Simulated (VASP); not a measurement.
# CdS (F-43m) in VASP: band structure with PBE

Aim: the band structure of CdS with PBE.

Program: VASP 6.6.1. These are calculated values, not measurements. Logs are shortened: lines on timing, memory, paths and dates and some standing lists are left out, and cuts for length are marked.

### Step 1. The structure

It takes space group F-43m (No. 216, cubic). Conventional cell: a = 5.936 Å, b = 5.936 Å, c = 5.936 Å, α = 90.00°, β = 90.00°, γ = 90.00°. Cd (site symmetry -43m) has 4 S at 2.57 Å as nearest neighbours. Around S (site symmetry -43m) lie 4 Cd at 2.57 Å.

### Step 2. Band structure, PBE, non-collinear spin, zero start, spin-orbit coupling

Input file POSCAR:

```
CdS                                     
1.0
    0.0000000000      2.9681450711      2.9681450711
    2.9681450711      0.0000000000      2.9681450711
    2.9681450711      2.9681450711      0.0000000000
  Cd              S             
     1     1
Direct
     0.0000000000000000    0.0000000000000000    0.0000000000000000
     0.2500000000000000    0.2500000000000000    0.2500000000000000
```

Input file INCAR.step1:

```
PREC = Accurate
ENCUT = 520
EDIFF = 1E-7
ISMEAR = 0
SIGMA = 0.02
LREAL = F
LASPH = T
NELM = 60
ALGO = Normal
ISIF = 2
LWAVE = F
LCHARG = T
LNONCOLLINEAR = T
MAGMOM = 0 0 0 0 0 0
LORBIT = 11
LSORBIT = T
GGA_COMPAT = F
GGA = PE
NBANDS = 30
KPAR = 4
```

Input file KPOINTS.step1:

```
Automatic mesh
0
Gamma
  10 10 10
```

Input file INCAR.step2:

```
PREC = Accurate
ENCUT = 520
EDIFF = 1E-7
ISMEAR = 0
SIGMA = 0.05
LREAL = F
LASPH = T
NELM = 60
ALGO = Normal
ISIF = 2
LWAVE = F
LCHARG = F
LNONCOLLINEAR = T
MAGMOM = 0 0 0 0 0 0
LORBIT = 11
LSORBIT = T
GGA_COMPAT = F
GGA = PE
NBANDS = 30
KPAR = 4
ICHARG = 11
```

Input file KPOINTS.step2:

```
path GXWKGLUWLK,UX
15
line-mode
reciprocal
 0.0000000000  0.0000000000  0.0000000000  G
 0.5000000000  0.0000000000  0.5000000000  X

 0.5000000000  0.0000000000  0.5000000000  X
 0.5000000000  0.2500000000  0.7500000000  W

 0.5000000000  0.2500000000  0.7500000000  W
 0.3750000000  0.3750000000  0.7500000000  K

 0.3750000000  0.3750000000  0.7500000000  K
 0.0000000000  0.0000000000  0.0000000000  G

 0.0000000000  0.0000000000  0.0000000000  G
 0.5000000000  0.5000000000  0.5000000000  L

 0.5000000000  0.5000000000  0.5000000000  L
 0.6250000000  0.2500000000  0.6250000000  U

 0.6250000000  0.2500000000  0.6250000000  U
 0.5000000000  0.2500000000  0.7500000000  W

 0.5000000000  0.2500000000  0.7500000000  W
 0.5000000000  0.5000000000  0.5000000000  L

 0.5000000000  0.5000000000  0.5000000000  L
 0.3750000000  0.3750000000  0.7500000000  K

 0.6250000000  0.2500000000  0.6250000000  U
 0.5000000000  0.0000000000  0.5000000000  X
```

Potentials or basis: VASP PAW PBE potentials, release 64 (Cd, S).

Launch:

```sh
cat potpaw_PBE.64/Cd/POTCAR potpaw_PBE.64/S/POTCAR > POTCAR
cp INCAR.step1 INCAR
cp KPOINTS.step1 KPOINTS
mpirun -np 4 vasp_ncl > vasp.out
cp INCAR.step2 INCAR
cp KPOINTS.step2 KPOINTS
mpirun -np 4 vasp_ncl > vasp.out
```

OUTCAR:

```text
PREC = Accurate
   ENCUT = 520
   EDIFF = 1E-7
   ISMEAR = 0
   LREAL = F
   LASPH = T
   NELM = 60
   ISIF = 2
   LNONCOLLINEAR = T
   LORBIT = 11
   LSORBIT = T
   GGA = PE
   ICHARG = 11

 ion  position               nearest neighbor table
   1  0.000  0.000  0.000-   2 2.57   2 2.57   2 2.57   2 2.57
   2  0.250  0.250  0.250-   1 2.57   1 2.57   1 2.57   1 2.57

  LATTYP: Found a face centered cubic cell.
 ALAT       =     5.9362901422

  Lattice vectors:

 A1 = (   0.0000000000,   2.9681450711,   2.9681450711)
 A2 = (   2.9681450711,   0.0000000000,   2.9681450711)
 A3 = (   2.9681450711,   2.9681450711,   0.0000000000)

Analysis of symmetry for initial positions (statically):
=====================================================================
 Subroutine PRICEL returns:
 Original cell was already a primitive cell.

 Routine SETGRP: Setting up the symmetry group for a
 face centered cubic supercell.

 Subroutine GETGRP returns: Found 24 space group operations
 (whereof 24 operations were pure point group operations)
 out of a pool of 48 trial point group operations.

The static configuration has the point symmetry T_d .

Analysis of symmetry for dynamics (positions and initial velocities):
=====================================================================
 Subroutine PRICEL returns:
 Original cell was already a primitive cell.

 Routine SETGRP: Setting up the symmetry group for a
 face centered cubic supercell.

 Subroutine GETGRP returns: Found 24 space group operations
 (whereof 24 operations were pure point group operations)
 out of a pool of 48 trial point group operations.

The dynamic configuration has the point symmetry T_d .

Analysis of structural, dynamic, and magnetic symmetry:
=====================================================================
 Subroutine PRICEL returns:
 Original cell was already a primitive cell.

 Routine SETGRP: Setting up the symmetry group for a
 face centered cubic supercell.

 Subroutine GETGRP returns: Found 24 space group operations
 (whereof 24 operations were pure point group operations)
 out of a pool of 48 trial point group operations.

The overall configuration has the point symmetry T_d .

 Subroutine INISYM returns: Found 24 space group operations
 (whereof 24 operations are pure point group operations),
 and found     1 'primitive' translations

----------------------------------------------------------------------------------------

                                     Primitive cell

  volume of cell :      52.2980

  direct lattice vectors                    reciprocal lattice vectors
     0.000000000  2.968145071  2.968145071    -0.168455378  0.168455378  0.168455378
     2.968145071  0.000000000  2.968145071     0.168455378 -0.168455378  0.168455378
     2.968145071  2.968145071  0.000000000     0.168455378  0.168455378 -0.168455378

  length of vectors
     4.197591015  4.197591015  4.197591015     0.291773274  0.291773274  0.291773274

  position of ions in fractional coordinates (direct lattice)
     0.000000000  0.000000000  0.000000000
     0.250000000  0.250000000  0.250000000

  ion indices of the primitive-cell ions
   primitive index   ion index
                 1           1
                 2           2

----------------------------------------------------------------------------------------

 KPOINTS: path GXWKGLUWLK,UX

Interpolating k-points between supplied coordinates.

 Line segments in fractional coordinates (reciprocal lattice):
    0.000000  0.000000  0.000000  ...  0.500000  0.000000  0.500000
    0.500000  0.000000  0.500000  ...  0.500000  0.250000  0.750000
    0.500000  0.250000  0.750000  ...  0.375000  0.375000  0.750000
    0.375000  0.375000  0.750000  ...  0.000000  0.000000  0.000000
[... 69 lines left out ...]
   ISMEAR =     0;   SIGMA  =   0.05  broadening in eV -4-tet -1-fermi 0-gaus
   EFERMI_NEDOS =   21; number of points for ismear=-14 and -15
   IALGO  =     38    algorithm
   IMIX   =      4    mixing-type and parameters
     AMIX     =   0.40;   BMIX     =  1.00
     AMIX_MAG =   1.60;   BMIX_MAG =  1.00
  volume/ion in A,a.u.               =      26.15       176.46
  Fermi-wavevector in a.u.,A,eV,Ry     =   1.147283  2.168050 17.908780  1.316258
  Thomas-Fermi vector in A             =   2.283964
   LORBIT       =     11    0 simple, 1 ext, 2 COOP (PROOUT), +10 PAW based schemes
   GGA     = PE    functional components
   LHFCALC =     F    Hartree Fock is set to
   AEXX    =    0.0000 exact exchange contribution
   IVDW    =     0    specifies the selected vdW correction
   LEPSILON=     F    determine dielectric tensor
   LRPA    =     F    only Hartree local field effects (RPA)
 Gauss-broadening in eV      SIGMA  =   0.05
  energy-cutoff  :      520.00
  volume of cell :       52.30
 maximum number of plane-waves:      2848
 NGX is ok and might be reduce to    32

 number of electron      18.0000000 magnetization       0.0000000      0.0000000      0.0000000

 Free energy of the ion-electron system (eV)
  ---------------------------------------------------
  ext. energy  EPLUGINS =         0.00000000
  ---------------------------------------------------
  free energy    TOTEN  =        -6.39656764 eV

  energy without entropy =       -6.39656764  energy(sigma->0) =       -6.39656764

 E-fermi :   1.1328     XC(G=0):  -8.9056

 val. band max:        0.8932454484   @ k =   0.0000   0.0000   0.0000
 cond. band min:       1.9101509765   @ k =   0.0000   0.0000   0.0000
 fundamental gap:      1.0169055281
 Fermi energy:         1.1328034472

 k-point     1 :       0.0000    0.0000    0.0000
  band No.  band energies     occupation
      1     -11.1846      1.00000
      2     -11.1846      1.00000
      3      -6.9535      1.00000
      4      -6.9535      1.00000
      5      -6.9535      1.00000
      6      -6.9535      1.00000
[... 781 lines left out ...]
     29      13.8321      0.00000
     30      13.8448      0.00000

 [... further k-points ...]

------------------------ aborting loop because EDIFF is reached ----------------------------------------

  FORCE on cell =-STRESS in cart. coord.  units (eV):
  Direction    XX          YY          ZZ          XY          YZ          ZX
  --------------------------------------------------------------------------------------
  -------------------------------------------------------------------------------------
  Total       -0.6087717     -0.6087717     -0.6087717      0.0000000      0.0000000      0.0000000
  in kB      -18.6500358    -18.6500358    -18.6500358      0.0000000      0.0000000      0.0000000
  external PRESSURE =     -18.6500358 kB  Pullay stress =       0.0000000 kB

 VOLUME and BASIS-vectors are now :
 -----------------------------------------------------------------------------
  energy-cutoff  :      520.00
  volume of cell :       52.30
      direct lattice vectors                 reciprocal lattice vectors
     0.000000000  2.968145071  2.968145071    -0.168455378  0.168455378  0.168455378
     2.968145071  0.000000000  2.968145071     0.168455378 -0.168455378  0.168455378
     2.968145071  2.968145071  0.000000000     0.168455378  0.168455378 -0.168455378

 POSITION                                       TOTAL-FORCE (eV/Angst)
 -----------------------------------------------------------------------------------
      0.00000      0.00000      0.00000         0.000000      0.000000      0.000000
      1.48407      1.48407      1.48407        -0.000000     -0.000000     -0.000000
 -----------------------------------------------------------------------------------
    total drift:                                0.000000      0.000000      0.000000

  FREE ENERGIE OF THE ION-ELECTRON SYSTEM (eV)
  ---------------------------------------------------
  free  energy   TOTEN  =        -6.3965676374 eV

  energy  without entropy=       -6.3965676374  energy(sigma->0) =       -6.39656764

 Spin-Orbit-Coupling matrix elements

 Ion:    1  E_soc:     -0.0558040
 l=   1
     0.0000000    -0.0023086    -0.0023086
    -0.0023086     0.0000000    -0.0023086
    -0.0023086    -0.0023086     0.0000000
 l=   2
     0.0000000    -0.0014291     0.0000000    -0.0014291    -0.0055629
    -0.0014291     0.0000000    -0.0041722    -0.0014291    -0.0013907
     0.0000000    -0.0041722     0.0000000    -0.0041722     0.0000000
    -0.0014291    -0.0014291    -0.0041722     0.0000000    -0.0013907
    -0.0055629    -0.0013907     0.0000000    -0.0013907     0.0000000
 l=   3
     0.0000000     0.0000000     0.0000000     0.0000000     0.0000000     0.0000000     0.0000000
     0.0000000     0.0000000     0.0000000     0.0000000     0.0000000     0.0000000     0.0000000
     0.0000000     0.0000000     0.0000000     0.0000000     0.0000000     0.0000000     0.0000000
     0.0000000     0.0000000     0.0000000     0.0000000     0.0000000     0.0000000     0.0000000
     0.0000000     0.0000000     0.0000000     0.0000000     0.0000000     0.0000000     0.0000000
     0.0000000     0.0000000     0.0000000     0.0000000     0.0000000     0.0000000     0.0000000
     0.0000000     0.0000000     0.0000000     0.0000000     0.0000000     0.0000000     0.0000000

 Ion:    2  E_soc:     -0.0020732
 l=   1
     0.0000000    -0.0003455    -0.0003455
    -0.0003455     0.0000000    -0.0003455
    -0.0003455    -0.0003455     0.0000000
 l=   2
     0.0000000     0.0000000     0.0000000     0.0000000     0.0000000
     0.0000000     0.0000000     0.0000000     0.0000000     0.0000000
     0.0000000     0.0000000     0.0000000     0.0000000     0.0000000
     0.0000000     0.0000000     0.0000000     0.0000000     0.0000000
     0.0000000     0.0000000     0.0000000     0.0000000     0.0000000
 l=   3
     0.0000000     0.0000000     0.0000000     0.0000000     0.0000000     0.0000000     0.0000000
     0.0000000     0.0000000     0.0000000     0.0000000     0.0000000     0.0000000     0.0000000
     0.0000000     0.0000000     0.0000000     0.0000000     0.0000000     0.0000000     0.0000000
     0.0000000     0.0000000     0.0000000     0.0000000     0.0000000     0.0000000     0.0000000
     0.0000000     0.0000000     0.0000000     0.0000000     0.0000000     0.0000000     0.0000000
     0.0000000     0.0000000     0.0000000     0.0000000     0.0000000     0.0000000     0.0000000
     0.0000000     0.0000000     0.0000000     0.0000000     0.0000000     0.0000000     0.0000000

 total charge

# of ion       s       p       d       tot
------------------------------------------
    1        0.412   0.302   9.560  10.273
    2        1.319   2.386   0.000   3.705
--------------------------------------------------
tot          1.731   2.687   9.560  13.978

 magnetization (x)

# of ion       s       p       d       tot
------------------------------------------
    1       -0.000   0.000   0.000   0.000
    2        0.000   0.000   0.000   0.000
--------------------------------------------------
tot          0.000   0.000   0.000   0.000

 magnetization (y)

# of ion       s       p       d       tot
------------------------------------------
    1        0.000   0.000   0.000   0.000
    2       -0.000  -0.000   0.000  -0.000
--------------------------------------------------
tot         -0.000   0.000   0.000   0.000

 magnetization (z)

# of ion       s       p       d       tot
------------------------------------------
    1        0.000   0.000  -0.000  -0.000
    2        0.000   0.000   0.000   0.000
--------------------------------------------------
tot          0.000   0.000  -0.000  -0.000
```

Wall time 60 s (4 MPI ranks of Intel Xeon 6975P-C (Granite Rapids), shared host); peak memory 0.49 GiB.

What came out:

```
Net moment : 0.00 μB per cell
```

Moments on the atoms (μB; x, y, z):
```
Cd  0.00 0.00 0.00
S   0.00 0.00 0.00
```

Caveat: the log is that of the step along the path at fixed density, whose energy, stress, charges and moments have no meaning.
